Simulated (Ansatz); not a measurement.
Stackings of close-packed layers of KI (capitals for K, lower case for the other element), each relaxed to a stress under 0.05 GPa; energies count from the stacking AcBaCb (Fm-3m).

Method: DFT PBE, scalar-relativistic, plane waves, PAW in Ansatz 0.2.0.

Plane waves to 420 eV, a k mesh through Γ of 6×6×2 on the computed 10-atom cell and Gaussian smearing (0.02 eV); no spin polarisation.

Start (AcBaCbAbCb):

```yaml
crystal:
  lattice:
    - [5.07480, 0.00000, 0.00000]
    - [-2.53740, 4.39490, 0.00000]
    - [0.00000, 0.00000, 20.71765]
  atoms:
    - { symbol: K, position: [0.00000, 0.00000, 0.00000] }
    - { symbol: I, position: [0.66667, 0.33333, 0.10000] }
    - { symbol: K, position: [0.33333, 0.66667, 0.20000] }
    - { symbol: I, position: [0.00000, 0.00000, 0.30000] }
    - { symbol: K, position: [0.66667, 0.33333, 0.40000] }
    - { symbol: I, position: [0.33333, 0.66667, 0.50000] }
    - { symbol: K, position: [0.00000, 0.00000, 0.60000] }
    - { symbol: I, position: [0.33333, 0.66667, 0.70000] }
    - { symbol: K, position: [0.66667, 0.33333, 0.80000] }
    - { symbol: I, position: [0.33333, 0.66667, 0.90000] }
```

What does the relaxation give?

The free energy falls by 5 meV/atom.

| Quantity | Value |
| --- | --- |
| excess energy (meV/atom) | 14.1 |
| spacing of like layers (Å) | 4.281 |
| a (Å) | 5.011 |
| gap on the mesh (eV) | 3.69 |

Relaxed structure:
```yaml
crystal:
  lattice:
    - [5.01150, 0.00000, 0.00000]
    - [-2.50575, 4.34009, 0.00000]
    - [0.00000, 0.00000, 21.40508]
  atoms:
    - { symbol: K, position: [0.00000, 0.00000, 0.00368] }
    - { symbol: I, position: [0.66667, 0.33333, 0.10184] }
    - { symbol: K, position: [0.33333, 0.66667, 0.20000] }
    - { symbol: I, position: [0.00000, 0.00000, 0.29816] }
    - { symbol: K, position: [0.66667, 0.33333, 0.39632] }
    - { symbol: I, position: [0.33333, 0.66667, 0.49476] }
    - { symbol: K, position: [0.00000, 0.00000, 0.59722] }
    - { symbol: I, position: [0.33333, 0.66667, 0.70000] }
    - { symbol: K, position: [0.66667, 0.33333, 0.80278] }
    - { symbol: I, position: [0.33333, 0.66667, 0.90524] }
```

Spin-orbit coupling is left out, which matters for the bands of heavy elements.

The run took 3.2 min on 1 thread of Arm Neoverse V2 (shared host), peak memory 0.81 GiB.